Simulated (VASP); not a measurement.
Write the native input for VASP 6.6.1 that does the following.

```yaml
Task: single point
Functional: PBEsol
Potentials_or_basis: VASP PAW PBE potentials, release 64 (Ta_pv, N)
Cutoff: 520 eV
k_mesh: 18 × 18 × 18
Occupations: gaussian, width 0.15 eV
Spin: no spin polarisation
Dipole_correction: no
Further_INCAR_settings: ALGO = Fast; EDIFF = 1e-06; NBANDS = 15
```

The structure of TaN lies in POSCAR:

```
TaN
1.0
    0.0000000000      2.3533200000      2.0046800000
    2.3533200000      0.0000000000      2.0046800000
    2.3533200000      2.3533200000      0.0000000000
Ta N
1 1
Direct
    0.5000000000      0.5000000000      0.5000000000
    0.0000000000      0.0000000000      0.0000000000
```

The cell isn't the ideal one: strain +0.080 along x and y, -0.080 along z, atoms carried along.

One way to write it, as run:

INCAR

```
  PREC = Accurate
  ENCUT = 520
  EDIFF = 1E-6
  ISMEAR = 0
  SIGMA = 0.15
  LREAL = False
  LASPH = True
  NELM = 100
  ALGO = Fast
  ISIF = 2
  LWAVE = False
  LCHARG = False
  GGA = PS
  NBANDS = 15
```

KPOINTS

```
Automatic mesh
0
Gamma
  18 18 18
```

Potentials or basis: VASP PAW PBE potentials, release 64 (Ta_pv, N).

The run is started by

```bash
$ cat potpaw_PBE.64/Ta_pv/POTCAR potpaw_PBE.64/N/POTCAR > POTCAR
$ mpirun -np 1 vasp_std > vasp.out
```

Results of the run:

```
Pressure               : 4.3 GPa
Band gap on the k mesh : none (metal or under the smearing width)
```

Caveat: the PAW data sets were made with another functional, which shifts forces and pressure a little.

It took 87 s on 1 thread of Intel(R) Xeon(R) Platinum 8488C (Sapphire Rapids), with other jobs on the host, peak memory 0.28 GiB.
